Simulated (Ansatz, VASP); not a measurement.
This is a calculation of I for Ansatz 0.2.0.

The input input.yaml:

```yaml
crystal:
  lattice:
    - [3.6828698935, -2.4265370353, 0.0]
    - [3.6828698935, 2.4265370353, 0.0]
    - [0.0, 0.0, 9.9223158317]
  atoms:
    - { symbol: I, position: [0.6493, 0.3507, 0.3844] }
    - { symbol: I, position: [0.1493, 0.8507, 0.1156] }
    - { symbol: I, position: [0.3507, 0.6493, 0.6156] }
    - { symbol: I, position: [0.8507, 0.1493, 0.8844] }
kpoints:
  mp_grid: { grid: [7, 7, 3] }
scf:
  occupations: { method: fermi_dirac, width: 0.05 }
hamiltonian:
  xc: lda
  pseudopotentials: { kind: all_electron, lapw: { basis_error: 0.002 } }
output:
  forces: true
  stress: true
  eigenvalues: true
```

Potentials or basis: all-electron LAPW, scalar-relativistic.

The run is started by

```bash
$ ansatz run input.yaml --threads 2 --pin off --max-ram 8192MiB --backend cpu --events-out ev --progress --plain --runs-dir out
```

**Question.** Set up the same calculation for VASP 6.6.1. Potentials there: VASP PAW LDA potentials, release 64 (I).

**Answer.** As run (the cutoff follows the program's own potentials):

Contents of INCAR:

```
  ALGO = Normal
  EDIFF = 1E-6
  ENCUT = 520
  ISIF = 2
  ISMEAR = -1
  LASPH = T
  LCHARG = F
  LREAL = F
  LWAVE = F
  NBANDS = 22
  NELM = 60
  PREC = Accurate
  SIGMA = 0.05
```

Contents of KPOINTS:

```
k-points
0
Gamma
  7 7 3
```

Contents of POSCAR:

```
I
1.0
    3.6828698935     -2.4265370353      0.0000000000
    3.6828698935      2.4265370353      0.0000000000
    0.0000000000      0.0000000000      9.9223158317
I
4
Direct
    0.6493000000      0.3507000000      0.3844000000
    0.1493000000      0.8507000000      0.1156000000
    0.3507000000      0.6493000000      0.6156000000
    0.8507000000      0.1493000000      0.8844000000
```

Potentials or basis: VASP PAW LDA potentials, release 64 (I).

The run is started by

```sh
$ cat potpaw_LDA.64/I/POTCAR > POTCAR
$ mpirun -np 1 vasp_std > vasp.out
```

Both were run:

|  | VASP | Ansatz | Ansatz less VASP |
| --- | --- | --- | --- |
| gap on the k mesh at the Fermi level (eV) | 1.15 | 1.16 | +0.009 |
| least direct gap on the mesh (eV) | 1.21 | 1.22 | +0.010 |
| pressure (GPa) | -1.7 | -1.7 | +0.02 |
| largest component of the traceless stress (GPa) | 0.84 | 0.84 | +0.002 |
| rms of the force components (eV/Å) | 0.238 | 0.237 | -0.0004 |

Atom by atom the forces differ by 0.000 eV/Å (rms over components). Ansatz ran all-electron here, so the differences hold the error of VASP's frozen core and of both bases.

Caveats: spin-orbit coupling is left out, which moves the levels of the heavy elements; an odd mesh through Γ misses points on the zone boundary, where band edges often lie.
